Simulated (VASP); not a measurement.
Runs of VASP 6.6.1 on C. Symmetry: Fd-3m, No. 227, cubic system. Conventional cell: a = 3.567 Å, b = 3.567 Å, c = 3.567 Å, α = 90.00°, β = 90.00°, γ = 90.00°. C (site symmetry -43m) is surrounded by 4 C at 1.54 Å. This isn't the form of C at room conditions, which is graphite.

| task | level | cell | k mesh | cutoff (eV) | grid for exact exchange (PRECFOCK) | exchange at q = 0 | share of exact exchange | screening parameter | gap on the mesh (eV) | pressure (GPa) |
| --- | --- | --- | --- | --- | --- | --- | --- | --- | --- | --- |
| relaxation of cell and atoms | PBEsol | relaxed | 14 × 14 × 14 | 600 | - | - | - | - | (a) | 0.0 |
| band structure | PBE-EpsX | Fd-3m, 5.62 Å³/atom | 8 × 8 × 8 | 520 | Fast | truncated | 0.1714 | - | 5.45 | 0.1 |
| band structure | HSE06 | Fd-3m, 5.62 Å³/atom | 8 × 8 × 8 | 520 | Fast | - | - | 0.2 1/A | 5.32 | (b) |
| band structure | PBE0 | Fd-3m, 5.62 Å³/atom | 8 × 8 × 8 | 520 | Fast | truncated | - | - | 6.05 | -2.9 |

Alike in all rows: potentials or basis VASP PAW PBE potentials, release 64 (C); no spin polarisation; smearing gaussian 0.03 eV.

Problem. Fill in the values left out.

Solution. (a) 4.03; (b) -2.8.

Caveats: the PAW data sets were made with another functional, which shifts forces and pressure a little.

A k mesh can miss the band edges.

Runs at the PBE level aren't shown here.
